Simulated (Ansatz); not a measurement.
# Is this LiF3 stable against decomposition?

The calculation used DFT PBE, scalar-relativistic, plane waves, PAW (Ansatz). Settings: cutoff 420 eV, Γ-centred meshes spaced at most about 0.3 Å⁻¹, and about 0.25 Å⁻¹ or finer for metals (2π included), Gaussian smearing. Spin is collinear in cells that carry moments; the others ran without spin or lost their moments.

Formation energies are uncorrected and refer to the elements' standard structures at the same level (F₂ as a molecule).

All energies are static (0 K, no zero-point motion). The magnetic state reached may not be the lowest.

The competitors are the elements and 1 reference phase of this chemical system (from databases or known types: LiF), relaxed at the same level; other known phases may be missing.

The candidate was reached from: random cell.

```
Li F
1.0
    -2.20510    2.20510    2.20510
     2.20510   -2.20510    2.20510
     2.20510    2.20510   -2.20510
Li F
1 3
Direct
  0.00000 0.00000 0.00000
  0.00000 0.50000 0.50000
  0.50000 0.00000 0.50000
  0.50000 0.50000 0.00000
```

Question: Into what would it decompose?

Answer: Its formation energy is -1.194 eV/atom. The lowest competing mixture at this composition is this:

```csv
phase,space group,source,share of atoms,ΔE_f (eV/atom)
F₂ gas,-,element,0.5000,0.000
LiF,P6_3mc (No. 186),Materials Project,0.5000,-2.953
```

The mixture lies at -1.476 eV/atom, and the candidate lies 0.28 eV/atom above it. The candidate matches no cell in the subsets of the Crystallography Open Database and the Materials Project at hand. Such a cell could exist only far from equilibrium. It carries parallel moments up to 0.7 μB.
